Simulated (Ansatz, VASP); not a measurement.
Sr in VASP and in Ansatz

```
CELL_PARAMETERS angstrom
4.31000 0.00000 0.00000
-2.15500 3.73257 0.00000
0.00000 0.00000 7.05000
ATOMIC_POSITIONS crystal
Sr 0.33333 0.66667 0.25000
Sr 0.66667 0.33333 0.75000
```

This isn't the form of Sr at room conditions, which is fcc.

Alike in both runs: task relaxation of cell and atoms; functional PBE; k mesh 12 × 12 × 6; occupations gaussian, width 0.1 eV; no spin polarisation.

|  | VASP | Ansatz |
| --- | --- | --- |
| version | VASP 6.6.1 | Ansatz 0.2.0 |
| potentials or method | VASP PAW PBE potentials, release 64 (Sr_sv) | scalar-relativistic, plane waves, PAW |
| plane-wave cutoff (eV) | 600 | 420 |
| valence electrons in the cell | 20 | 20 |

```csv
,VASP,Ansatz,Ansatz less VASP
"gap on the k mesh at the Fermi level, each at its own relaxed structure (eV)",none,none,-
relaxed volume (Å³/atom),55.39,55.31,-0.078
relaxed cell length with the largest relative difference (Å),7.021,7.013,-0.0074
energy change over the relaxation (meV/atom),-1,-1,-0.1
```

A gap of «none» marks a metal or a gap that the smearing closes.
